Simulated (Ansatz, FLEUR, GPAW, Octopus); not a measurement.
**Si: 5 runs at one level of theory**

```
Si
1.0
     3.83132    0.00000    0.00000
    -1.91566    3.31802    0.00000
     0.00000    0.00000    6.33262
Si
4
Direct
  0.66241 0.33371 0.94032
  0.33469 0.65868 0.43431
  0.67437 0.34542 0.56219
  0.31425 0.64739 0.05883
```

This isn't the form of Si at room conditions, which is diamond.

Atoms were shifted at random by some hundredths of an Å from the given cell, which wasn't relaxed again for these runs.

Alike in all runs: task single point; functional PBEsol; k mesh 8 × 8 × 4; occupations fermi-dirac, width 0.05 eV; no spin polarisation; no spin-orbit coupling. Pressure is positive in compression and, in plane waves, holds the error of the finite cutoff, which Ansatz's Pulay term estimates and takes out.

| program and potentials | plane-wave cutoff (eV) | notes | band gap (eV) | pressure (GPa) | largest force (eV/Å) | energy over the undisturbed cell (meV/atom) |
| --- | --- | --- | --- | --- | --- | --- |
| Ansatz, Ansatz PAW | 420 | potentials made for PBE, which Ansatz adapts in part; Pulay term of +0.03 GPa included | no gap | -0.23 | 0.968 | 16.87 |
| FLEUR, all-electron, FLAPW | - | - | no gap | - | 0.969 | 16.90 |
| GPAW, PAW data sets generated for this functional | 600 | - | no gap | 0.02 | 0.977 | 17.02 |
| Ansatz, all-electron LAPW, scalar-relativistic | - | - | no gap | -0.28 | 0.968 | - |
| Octopus, pseudodojo_pbesol (PseudoDojo 0.4, PBEsol) | - | - | no gap | - | 0.969 | 17.04 |

Force on atom 1 (Si), eV/Å:

```csv
program and potentials,x,y,z
"Ansatz, Ansatz PAW",-0.278,-0.763,-0.528
"FLEUR, all-electron, FLAPW",-0.278,-0.763,-0.528
"GPAW, PAW data sets generated for this functional",-0.280,-0.770,-0.533
"Ansatz, all-electron LAPW, scalar-relativistic",-0.277,-0.762,-0.527
"Octopus, pseudodojo_pbesol (PseudoDojo 0.4, PBEsol)",-0.278,-0.763,-0.528
```

None finds a gap. The pressure spans -0.28 (Ansatz, all-electron LAPW, scalar-relativistic) to 0.02 GPa (GPAW, PAW data sets generated for this functional), with all-electron results at -0.28.

The functional is the same throughout but for its coding, so the spread measures potentials, basis and numerics; runs on potential files found faulty are left out.
